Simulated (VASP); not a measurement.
## RPA total energies of AlAs

Aim: total energies of AlAs from exact exchange and RPA correlation, beside cheaper functionals. The scan starts from a database cell, scaled to the smallest volume of the series. The cell is of the zinc-blende type, one of the forms listed for this formula. The start is a cell from a database of measured crystal structures.

Method: LDA; plane waves and PAW (As_GW, Al_GW), in the first sound run; inputs show where later runs differ, in VASP 6.6.1.

**1. Set-up**

The structure is cubic, space group F-43m (No. 216). Conventional cell: a = 5.506 Å, b = 5.506 Å, c = 5.506 Å, α = 90.00°, β = 90.00°, γ = 90.00°. As has 4 Al at 2.38 Å nearest. Nearest to Al lie 4 As at 2.38 Å. Farther neighbours are not listed.

Structure file:

```cif
data_structure
_symmetry_space_group_name_H-M 'P 1'
_symmetry_Int_Tables_number 1
_cell_length_a 3.8931
_cell_length_b 3.8931
_cell_length_c 3.8931
_cell_angle_alpha 60.000
_cell_angle_beta 60.000
_cell_angle_gamma 60.000
_cell_volume 41.72
loop_
_atom_site_label
_atom_site_type_symbol
_atom_site_fract_x
_atom_site_fract_y
_atom_site_fract_z
_atom_site_occupancy
As1 As 0.75000 0.75000 0.75000 1
Al2 Al 0.00000 0.00000 0.00000 1
```

**2. Orbitals, volume ratio 0.92**

RPA gives no stress here, so the energy is scanned over volumes, at one cutoff and mesh. Volumes are given as ratios to a reference cell, and this first cell is that cell scaled to 0.92. Each point starts from LDA orbitals, tightly converged.

The input, INCAR:

```
SYSTEM = AlAs
PREC = Accurate
ENCUT = 300
EDIFF = 1E-08
NELM = 100
ISMEAR = 0
SIGMA = 0.05
LREAL = .FALSE.
ALGO = Normal
GGA = CA
NBANDS = 10
LORBIT = 11
LWAVE = .TRUE.
LCHARG = .FALSE.
KPAR = 4
```

The input, POSCAR:

```
AlAs
1.0
    0.0000000000      2.7528154137      2.7528154137
    2.7528154137      0.0000000000      2.7528154137
    2.7528154137      2.7528154137      0.0000000000
As Al
1 1
Direct
    0.7500000000      0.7500000000      0.7500000000
    0.0000000000      0.0000000000      0.0000000000
```

The input, KPOINTS:

```
Automatic mesh
0
Gamma
5 5 5
0 0 0
```

Potentials, in the order of the species: As_GW and Al_GW (LDA family, release 64).

Run with:

```sh
$ mpirun -np 4 vasp_std
```

The program printed:

```text
[banner, memory and clock lines left out]
running    4 mpi-ranks, on    1 nodes
 distrk:  each k-point on    1 cores,    4 groups
 distr:  one band on    1 cores,    1 groups

 POSCAR found type information on POSCAR AsAl
 POSCAR found :  2 types and       2 ions
 LDA part: xc-table for (Slater(with rela. corr.)+CA(PZ))
 , standard interpolation
 POSCAR, INCAR and KPOINTS ok, starting setup
 FFT: planning ... GRIDC
 FFT: planning ... GRID_SOFT
 FFT: planning ... GRID
 WAVECAR not read
 entering main loop
       N       E                     dE             d eps       ncg     rms          rms(c)
DAV:   1     0.870027670604E+01    0.87003E+01   -0.29237E+03   200   0.485E+02
DAV:   2    -0.101267631083E+02   -0.18827E+02   -0.18210E+02   282   0.777E+01
DAV:   3    -0.107802974242E+02   -0.65353E+00   -0.65287E+00   244   0.160E+01
DAV:   4    -0.107900547347E+02   -0.97573E-02   -0.97569E-02   264   0.192E+00
DAV:   5    -0.107902603081E+02   -0.20557E-03   -0.20557E-03   240   0.210E-01    0.297E+00
DAV:   6    -0.105039758250E+02    0.28628E+00   -0.42835E-01   212   0.265E+00    0.157E+00
DAV:   7    -0.104340617345E+02    0.69914E-01   -0.22117E-01   244   0.200E+00    0.450E-01
DAV:   8    -0.104307275727E+02    0.33342E-02   -0.14207E-02   222   0.611E-01    0.585E-02
DAV:   9    -0.104307094924E+02    0.18080E-04   -0.74905E-04   228   0.150E-01    0.238E-02
DAV:  10    -0.104307011843E+02    0.83081E-05   -0.64917E-05   226   0.392E-02    0.356E-03
DAV:  11    -0.104307025707E+02   -0.13864E-05   -0.93808E-06   242   0.150E-02    0.373E-03
DAV:  12    -0.104307018566E+02    0.71412E-06   -0.22479E-06   222   0.680E-03    0.476E-04
DAV:  13    -0.104307018545E+02    0.21130E-08   -0.14407E-07   228   0.200E-03    0.107E-04
DAV:  14    -0.104307018549E+02   -0.41229E-09   -0.39606E-09   120   0.411E-04
   1 F= -.10430702E+02 E0= -.10430702E+02  d E =-.515381E-12
 writing wavefunctions
```

Elapsed: 2 s, on 4 MPI ranks of AMD EPYC 7R43, shared host; peak memory 0.35 GiB.

The logs omit lines about the potential files and the build; timing stands in the text.

OUTCAR, selected parts (step 2):

```text
ion  position               nearest neighbor table
   1  0.750  0.750  0.750-   2 2.38   2 2.38   2 2.38   2 2.38
   2  0.000  0.000  0.000-   1 2.38   1 2.38   1 2.38   1 2.38

  LATTYP: Found a face centered cubic cell.
 ALAT       =     5.5056308274

 Subroutine GETGRP returns: Found 24 space group operations
 (whereof 24 operations were pure point group operations)

The static configuration has the point symmetry T_d .

 Found     10 irreducible k-points:

   k-points           NKPTS =     10   k-points in BZ     NKDIM =     10   number of bands    NBANDS=     10

   dimension x,y,z NGX =    24 NGY =   24 NGZ =   24
   dimension x,y,z NGXF=    48 NGYF=   48 NGZF=   48

   ENCUT  =  300.0 eV  22.05 Ry    4.70 a.u.   5.50  5.50  5.50*2*pi/ulx,y,z

   NELECT =       8.0000    total number of electrons

 k-points in reciprocal lattice and weights: Automatic mesh
   0.00000000  0.00000000  0.00000000       0.008
   0.20000000  0.00000000  0.00000000       0.064
   0.40000000  0.00000000  0.00000000       0.064
   0.20000000  0.20000000  0.00000000       0.048
   0.40000000  0.20000000  0.00000000       0.192
  -0.40000000  0.20000000  0.00000000       0.192
  -0.20000000  0.20000000  0.00000000       0.096
   0.40000000  0.40000000  0.00000000       0.048
  -0.40000000  0.40000000  0.00000000       0.096
  -0.40000000  0.40000000  0.20000000       0.192

 average (electrostatic) potential at core
       1 -52.6481       2 -55.3380

 E-fermi :   4.3391

 k-point     1 :       0.0000    0.0000    0.0000
  band No.  band energies     occupation
      1      -8.2777      2.00000
      2       4.1100      2.00000
      3       4.1100      2.00000
      4       4.1100      2.00000
      5       6.6512      0.00000
      6       8.4866      0.00000
      7       8.4866      0.00000
      8       8.4866      0.00000
      9      13.2994      0.00000
    ...

 k-point     2 :       0.2000    0.0000    0.0000
  band No.  band energies     occupation
      1      -7.8537      2.00000
      2       1.3518      2.00000
      3       3.7300      2.00000
      4       3.7300      2.00000
      5       7.1318      0.00000
      6       9.0538      0.00000
      7       9.0538      0.00000
      8      10.1430      0.00000
      9      12.3764      0.00000
    ...

 k-point     3 :       0.4000    0.0000    0.0000
  band No.  band energies     occupation
      1      -6.8917      2.00000
      2      -1.4143      2.00000
      3       3.2861      2.00000
      4       3.2861      2.00000
      5       6.5281      0.00000
      6       8.8882      0.00000
      7       8.8882      0.00000
      8      11.9051      0.00000
      9      14.3588      0.00000
    ...

  Total        1.6283685      1.6283685      1.6283685      0.0000000      0.0000000     -0.0000000
  in kB       62.5319540     62.5319540     62.5319540      0.0000000      0.0000000     -0.0000000
  external PRESSURE =      62.5319540 kB  Pullay stress =       0.0000000 kB

  energy-cutoff  :      300.00
  volume of cell :       41.72
      direct lattice vectors                 reciprocal lattice vectors
     0.000000000  2.752815414  2.752815414    -0.181632229  0.181632229  0.181632229
     2.752815414  0.000000000  2.752815414     0.181632229 -0.181632229  0.181632229
     2.752815414  2.752815414  0.000000000     0.181632229  0.181632229 -0.181632229

 POSITION                                       TOTAL-FORCE (eV/Angst)
 -----------------------------------------------------------------------------------
      4.12922      4.12922      4.12922         0.000000     -0.000000     -0.000000
      0.00000      0.00000      0.00000         0.000000      0.000000      0.000000
 -----------------------------------------------------------------------------------
    total drift:                                0.000000      0.000000      0.000000

  FREE ENERGIE OF THE ION-ELECTRON SYSTEM (eV)
  ---------------------------------------------------
  free  energy   TOTEN  =       -10.4307018549 eV

  energy  without entropy=      -10.4307018549  energy(sigma->0) =      -10.43070185

 total charge
# of ion       s       p       d       tot
------------------------------------------
    1        1.177   1.736   0.028   2.940
    2        0.488   0.513   0.085   1.085
--------------------------------------------------
tot          1.664   2.249   0.112   4.026

[... 3 further parts left out ...]
```

The gap is read on the k-mesh alone, so it is an upper bound where the band edges lie off the mesh.

A gap read on the k-mesh alone can miss the band edges.

This step gave:

```yaml
free_energy_toten: -10.43 eV
fermi_energy: 4.339 eV
pressure: 6.253 GPa
gap_on_the_k_mesh: 1.426 eV
least_direct_gap_on_the_k_mesh: 2.541 eV
```

**3. Exact exchange, volume ratio 0.92**

This step: Hartree-Fock energy on LDA orbitals; plane waves and PAW (As_GW, Al_GW) (VASP 6.6.1).

The Hartree-Fock energy is evaluated once on these orbitals (ALGO = Eigenval, NELM = 1), without letting them relax. It uses the mesh of the correlation step, and the total energy is their sum.

The input, INCAR:

```
SYSTEM = AlAs
PREC = Accurate
ENCUT = 300
ISMEAR = 0
SIGMA = 0.05
LREAL = .FALSE.
GGA = CA
NBANDS = 10
ALGO = Eigenval
NELM = 1
LHFCALC = .TRUE.
AEXX = 1
ALDAC = 0
AGGAC = 0
PRECFOCK = Normal
LWAVE = .FALSE.
LCHARG = .FALSE.
```

POSCAR is that of step 2.

KPOINTS is that of step 2.

The run starts from files that an earlier step left in the folder.

Run with:

```sh
$ mpirun -np 4 vasp_std
```

The program printed:

```text
[banner, memory and clock lines left out]
running    4 mpi-ranks, on    1 nodes
 distrk:  each k-point on    4 cores,    1 groups
 distr:  one band on    1 cores,    4 groups

 POSCAR found type information on POSCAR AsAl
 POSCAR found :  2 types and       2 ions
 LDA part: xc-table for (Slater(with rela. corr.)+CA(PZ))
 , standard interpolation
|                                                                             |
|           W    W    AA    RRRRR   N    N  II  N    N   GGGG   !!!           |
|           W    W   A  A   R    R  NN   N  II  NN   N  G    G  !!!           |
|           W    W  A    A  R    R  N N  N  II  N N  N  G       !!!           |
|           W WW W  AAAAAA  RRRRR   N  N N  II  N  N N  G  GGG   !            |
|           WW  WW  A    A  R   R   N   NN  II  N   NN  G    G                |
|           W    W  A    A  R    R  N    N  II  N    N   GGGG   !!!           |
|                                                                             |
|     The number of bands has been changed from the values supplied in        |
|     The orbitals not found in the WAVECAR file will be initialized with     |
|     random numbers, which is usually adequate. For correlated               |
|     calculations, however, you should redo the groundstate calculation.     |
|     I found NBANDS = 10. Now, NBANDS = 12.                                  |
|                                                                             |

 found WAVECAR, reading the header
  number of bands has changed, file:    10 present:    12
  trying to continue reading WAVECAR, but it might fail
 POSCAR, INCAR and KPOINTS ok, starting setup
 FFT: planning ... GRIDC
 FFT: planning ... GRID_SOFT
 FFT: planning ... GRID
 reading WAVECAR
 random initialization beyond band           10
 the WAVECAR file was read successfully
 initial charge from wavefunction
 entering main loop
       N       E                     dE             d eps       ncg     rms          rms(c)
EIG:   1    -0.159728399721E+02   -0.15973E+02    0.00000E+00     0   0.000E+00
   1 F= -.15972840E+02 E0= -.15972840E+02  d E =-.119887E-14
```

The job ended after 8.4 s (4 MPI ranks; peak memory 0.29 GiB; 31 s of CPU time).

OUTCAR, selected parts (step 3):

```text
The static configuration has the point symmetry T_d .

 Found     10 irreducible k-points:

   k-points           NKPTS =     10   k-points in BZ     NKDIM =    125   number of bands    NBANDS=     12

   NELECT =       8.0000    total number of electrons

  exchange ACFDT corr.  =        -0.00000000  see jH, gK, PRB 81, 115126

 E-fermi :   4.3701

 k-point     1 :       0.0000    0.0000    0.0000
  band No.  band energies     occupation
      1     -15.1845      2.00000
      2       2.4554      2.00000
      3       2.4554      2.00000
      4       2.4554      2.00000
      5      11.5261      0.00000
      6      13.3590      0.00000
      7      13.3590      0.00000
      8      13.3590      0.00000
      9      19.0211      0.00000
    ...

 k-point     2 :       0.2000    0.0000    0.0000
  band No.  band energies     occupation
      1     -14.5755      2.00000
      2      -1.1277      2.00000
      3       1.9689      2.00000
      4       1.9689      2.00000
      5      11.8507      0.00000
      6      14.1036      0.00000
      7      14.1036      0.00000
      8      15.5016      0.00000
      9      17.8885      0.00000
    ...

 POSITION                                       TOTAL-FORCE (eV/Angst)
 -----------------------------------------------------------------------------------
      4.12922      4.12922      4.12922         0.000000      0.000000      0.000000
      0.00000      0.00000      0.00000        -0.000000     -0.000000     -0.000000
 -----------------------------------------------------------------------------------
    total drift:                                0.000000      0.000000      0.000000

  FREE ENERGIE OF THE ION-ELECTRON SYSTEM (eV)
  ---------------------------------------------------
  free  energy   TOTEN  =       -15.9728399721 eV

  energy  without entropy=      -15.9728399721  energy(sigma->0) =      -15.97283997

[... 7 parts as in an earlier step ...]

[... 5 further parts left out ...]
```

The k-mesh is coarse for unscreened exact exchange, which converges slowly with it.

This step gave:

| Property | Result |
| --- | --- |
| free energy (TOTEN) | -15.97 eV |

The Hartree-Fock energy on these orbitals is -7.9864 eV an atom.

**4. Empty bands, volume ratio 0.92**

This step: LDA; plane waves and PAW (As_GW, Al_GW) (VASP 6.6.1).

ALGO = Exact makes the empty bands from the converged ground state in one step. LOPTICS writes the k-derivatives of the orbitals (WAVEDER), which give the long-wavelength limit of the screening.

The input, INCAR:

```
SYSTEM = AlAs
PREC = Accurate
ENCUT = 300
ISMEAR = 0
SIGMA = 0.05
LREAL = .FALSE.
GGA = CA
NBANDS = 528
ALGO = Exact
NELM = 1
LWAVE = .TRUE.
LCHARG = .FALSE.
LOPTICS = .TRUE.
NEDOS = 1000
CSHIFT = 0.1
```

POSCAR is that of step 3.

KPOINTS is that of step 3.

Run with:

```sh
$ mpirun -np 4 vasp_std
```

The program printed:

```text
[banner, memory and clock lines left out]
running    4 mpi-ranks, on    1 nodes
 distrk:  each k-point on    4 cores,    1 groups
 distr:  one band on    1 cores,    4 groups

 POSCAR found type information on POSCAR AsAl
 POSCAR found :  2 types and       2 ions
 LDA part: xc-table for (Slater(with rela. corr.)+CA(PZ))
 , standard interpolation
 found WAVECAR, reading the header
  number of bands has changed, file:    10 present:   528
  trying to continue reading WAVECAR, but it might fail
 POSCAR, INCAR and KPOINTS ok, starting setup
 FFT: planning ... GRIDC
 FFT: planning ... GRID_SOFT
 FFT: planning ... GRID
 reading WAVECAR
 random initialization beyond band           10
 the WAVECAR file was read successfully
 initial charge from wavefunction
 entering main loop
       N       E                     dE             d eps       ncg     rms          rms(c)
DIA:   1    -0.104307018550E+02   -0.10431E+02    0.00000E+00     0   0.000E+00
   1 F= -.10430702E+02 E0= -.10430702E+02  d E =-.248913E-14
 writing wavefunctions
 optical routines
 imaginary and real dielectric function
 recalculating local potential from charge density
 direction            1
 direction            2
 direction            3
```

Run time: 4.4 s. Hardware: 4 MPI ranks; peak memory 0.42 GiB; 15 s of CPU time.

OUTCAR, selected parts (step 4):

```text
The static configuration has the point symmetry T_d .

 Found     10 irreducible k-points:

   k-points           NKPTS =     10   k-points in BZ     NKDIM =     10   number of bands    NBANDS=    528

   NELECT =       8.0000    total number of electrons

 E-fermi :   4.3665

 k-point     1 :       0.0000    0.0000    0.0000
  band No.  band energies     occupation
      1      -8.2777      2.00000
      2       4.1100      2.00000
      3       4.1100      2.00000
      4       4.1100      2.00000
      5       6.6512      0.00000
      6       8.4866      0.00000
      7       8.4866      0.00000
      8       8.4866      0.00000
      9      13.1997      0.00000
    ...

 k-point     4 :       0.2000    0.2000    0.0000
  band No.  band energies     occupation
      1      -7.7097      2.00000
      2       1.5643      2.00000
      3       2.9898      2.00000
      4       2.9898      2.00000
      5       7.0750      0.00000
      6       8.4105      0.00000
      7      10.4288      0.00000
      8      10.4288      0.00000
      9      11.2190      0.00000
    ...

  Total        1.6284844      1.6284844      1.6284844     -0.0000000      0.0000000      0.0000000
  in kB       62.5364040     62.5364040     62.5364040     -0.0000000      0.0000000      0.0000000
  external PRESSURE =      62.5364040 kB  Pullay stress =       0.0000000 kB

  FREE ENERGIE OF THE ION-ELECTRON SYSTEM (eV)
  ---------------------------------------------------
  free  energy   TOTEN  =       -10.4307018550 eV

  energy  without entropy=      -10.4307018550  energy(sigma->0) =      -10.43070186

 plasma frequency squared (from intraband transitions) (eV^2)
  --------------------------------------------------------------------------------------
       0.000      -0.000       0.000
      -0.000       0.000       0.000
       0.000       0.000       0.000

[... 12 parts as in an earlier step ...]

[... 1 further part left out ...]
```

WAVECAR now holds 528 bands for 8 electrons. Its independent-particle dielectric tensor has xx, yy, zz = 12.8, 12.8, 12.8 on this mesh, which isn't tested for convergence in mesh or bands and lacks local fields.

(Part 1 of 5 ends here.)

[Lines on the potential files, build, host, timing and source positions are cut from VASP's logs without a mark.]

[Logs are printed without paths, hosts, clocks, repeated set-up lines and the standing remarks that a program may print on its own settings, such as how far it seeks lower states.]

[Hosts, paths, dates, database ids (printed as entryN), source tags and the programs' standing remarks are cut or masked in the printed files.]

[Pressures printed for these runs are not shown converged in the cutoff: they can be off by several GPa and have the wrong sign.]
